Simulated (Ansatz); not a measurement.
Relaxation of Ge

The calculation used Ansatz, DFT r2SCAN, scalar-relativistic, plane waves, PAW. Settings: 500 eV cutoff, 10×10×6 k-mesh, Gaussian smearing of 0.02 eV, no spin polarisation.

What was changed: biaxial strain in the a-b plane, c and atoms relaxed: +2.0 %.

Command:

```bash
ansatz run input.yaml --threads 1 --pin off --max-ram 2560MiB --backend cpu --events-out ev --progress --plain --runs-dir out
```

Input:

```yaml
crystal:
  lattice:
    - [2.8941756495, 2.8941756495, 0.0]
    - [-2.8941756495, 2.8941756495, 0.0]
    - [0.0, 0.0, 5.6067559642]
  atoms:
    - { symbol: Ge, position: [0.5, 0.5, 0.5] }
    - { symbol: Ge, position: [0.5, 0.0, 0.25] }
    - { symbol: Ge, position: [0.0, 0.0, 0.0] }
    - { symbol: Ge, position: [0.0, 0.5, 0.75] }
basis:
  ecutwfc: 500
kpoints:
  mp_grid: { grid: [10, 10, 6] }
hamiltonian:
  xc: r2scan
scf:
  occupations: { method: gaussian, width: 0.02 }
output:
  forces: true
  stress: true
  eigenvalues: true
relax:
  adjacent_minimum: "off"
  f_tol: 0.008
  max_steps: 40
  cell: { stress_tol: 0.015, fix: [a, b, gamma] }
```

F is the free energy. Steps run on the plane waves of an earlier cell, but the last one, and at times one on the way, on a freshly chosen basis, so a repeated geometry can differ a little in energy. The held parts of the cell keep their stress, so P needn't end at zero.

Steps:

```csv
step,F − F(1) (eV),largest force component (eV/Å),V (Å³/atom),P (GPa)
1,0.0000,0.000,23.482,-1.78
2,-0.0002,0.000,23.434,-1.65
3,-0.0002,0.000,23.438,-1.66
4,-0.0001,0.000,23.438,-1.66
```

Relaxed structure:

```yaml
crystal:
  lattice:
    - [2.89418, 2.89418, 0.00000]
    - [-2.89418, 2.89418, 0.00000]
    - [0.00000, 0.00000, 5.59636]
  atoms:
    - { symbol: Ge, position: [0.50000, 0.50000, 0.50000] }
    - { symbol: Ge, position: [0.50000, 0.00000, 0.25000] }
    - { symbol: Ge, position: [0.00000, 0.00000, 0.00000] }
    - { symbol: Ge, position: [0.00000, 0.50000, 0.75000] }
```

Symmetry: I4_1/amd, No. 141, tetragonal system. The conventional cell has a = 4.093 Å, b = 4.093 Å, c = 5.596 Å, α = 90.00°, β = 90.00°, γ = 90.00°. Around Ge (site symmetry -4m2) lie 4 Ge at 2.48 Å.

The run converged. It took 110 s on 1 thread of Intel(R) Xeon(R) Platinum 8375C CPU @ 2.90GHz (Ice Lake), with other jobs on the host, peak memory 0.72 GiB.